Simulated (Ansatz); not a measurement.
## A series in volume per atom on Sn

Periodic Kohn-Sham DFT of a crystal at fixed atoms; pressure and stress are positive in compression; the energy is the free energy less that of spherical unpolarised free atoms; site moments are those in the method's own spheres, positive along +z. The results are calculated, by Ansatz 0.2.0.

Cell of the first row (space group Immm, No. 71):
```
Sn
1.0
     -1.6570     1.9151     2.0652
      1.6570    -1.9151     2.0652
      1.6570     1.9151    -2.0652
Sn
1
Direct
  0.00000 0.00000 0.00000
```

Settings of every row: method all-electron LAPW; functional LDA; relativity scalar; k mesh 13x13x13; filling fermi-dirac; smearing width 0.08 eV; basis error target 0.25 meV/atom; nucleus gaussian.

Atom start moment: 0 on all atoms.

Limits: the cell comes from a prototype or a list of computed structures and needn't be the stable phase.

```csv
row,volume per atom (Å³),energy less free atoms (eV/atom),pressure (GPa)
1,26.214,-4.4389,-1.011
2,27.036,?,?
3,27.872,-4.4128,-3.861
4,28.709,-4.3897,-4.948
5,29.545,-4.3615,-5.847
```

Question: what energy less free atoms and pressure should row 2 give?

Worked fit of energy less free atoms. Take u = (V_r/V)^(2/3) − 1 with V_r = 28.291 Å³ an atom, which is twice the finite (Eulerian) strain; such expansions in the strain, on which the Birch-Murnaghan equation of state is built, carry the rest volume and the bulk modulus. The shown rows have u = 0.05215, 0.01, -0.00973, -0.0285. Least squares give energy less free atoms = −4.40196 − 1.1688 × u + 8.826 × u² eV/atom; a straight line predicts inner rows, each left out in turn, worse (root mean square 0.0087 against 0.0001 eV/atom). The rows lie off it by 0.0000, 0.0000, 0.0001, 0.0000. The withheld row has u = 0.03071, so the fit gives −4.40196 − 1.1688 × (0.03071) + 8.826 × (0.03071)² = -4.4295 eV/atom.

The calculation gave -4.4296 eV/atom. The fit lies 0.0001 eV/atom (0.13 % of the column's range) above it, one unit of the last digit.

Worked fit of pressure. Take u = (V_r/V)^(2/3) − 1 with V_r = 28.291 Å³ an atom, which is twice the finite (Eulerian) strain; such expansions in the strain, on which the Birch-Murnaghan equation of state is built, carry the rest volume and the bulk modulus. The shown rows have u = 0.05215, 0.01, -0.00973, -0.0285. Least squares give pressure = −4.4316 + 55.267 × u + 197.87 × u² GPa; a straight line predicts inner rows, each left out in turn, worse (root mean square 0.2 against 0.0053 GPa). The rows lie off it by 0.000, -0.002, 0.003, -0.001. The withheld row has u = 0.03071, so the fit gives −4.4316 + 55.267 × (0.03071) + 197.87 × (0.03071)² = -2.548 GPa.

The calculation gave -2.554 GPa. The fit lies 0.006 GPa (0.12 % of the column's range) above it; its largest miss of a shown row is 0.003 GPa.
